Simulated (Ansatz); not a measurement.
# InSe: the cost of one run

Method: DFT PBE, scalar-relativistic, in Ansatz 0.2.0.

The COD entry's cell or inner coordinates are ideal or old and differ from later refinements, so a difference from it is no clean test against experiment.

1 further run of the same task is left out (it didn't finish).

## (1) The starting structure

The structure is trigonal, space group R3m (No. 160). The conventional cell has a = 4.053 Å, b = 4.053 Å, c = 25.653 Å, α = 90.00°, β = 90.00°, γ = 120.00°. In (site symmetry 3m) has 3 Se at 2.67 Å and 1 In at 2.86 Å as nearest neighbours. Se (site symmetry 3m) has 3 In at 2.67 Å as nearest neighbours.

Structure file:

```xyz
4
Lattice="2.0263 1.1699 8.5511 -2.0263 1.1699 8.5511 0.0000 -2.3398 8.5511" Properties=species:S:1:pos:R:3 pbc="T T T"
In    0.0000    0.0000    0.0000
In    0.0000    0.0000    2.8578
Se    0.0000    0.0000   15.8152
Se    0.0000    0.0000   21.2434
```

Atoms are numbered in the order of the input: In1, In2, Se3, Se4.

## (2) PAW with frozen cores

input.yaml

```yaml
crystal:
  lattice:
    - [2.0263188076, 1.1698957091, 8.5510653682]
    - [-2.0263188076, 1.1698957091, 8.5510653682]
    - [0.0, -2.3397914182, 8.5510653682]
  atoms:
    - { symbol: In, position: [0.0, 0.0, 0.0] }
    - { symbol: In, position: [0.1114, 0.1114, 0.1114] }
    - { symbol: Se, position: [0.6165, 0.6165, 0.6165] }
    - { symbol: Se, position: [0.8281, 0.8281, 0.8281] }
kpoints:
  mp_grid: { grid: [7, 7, 7] }
scf:
  occupations: { method: fermi_dirac, width: 0.02 }
hamiltonian:
  xc: pbe
  pseudopotentials: { kind: paw }
output:
  forces: true
  stress: true
  efg: { contact_densities: true }
relax:
  f_tol: 0.005
  max_steps: 80
  cell: {}
```

Started as:

```console
> ansatz run input.yaml --threads 1 --pin off --max-ram 3072MiB --backend cpu --events-out ev --progress --plain --runs-dir out
```

**Question.** How long does this run take on 1 thread of Intel Xeon Platinum 8488C (Sapphire Rapids), shared host?

About 1.7 min.
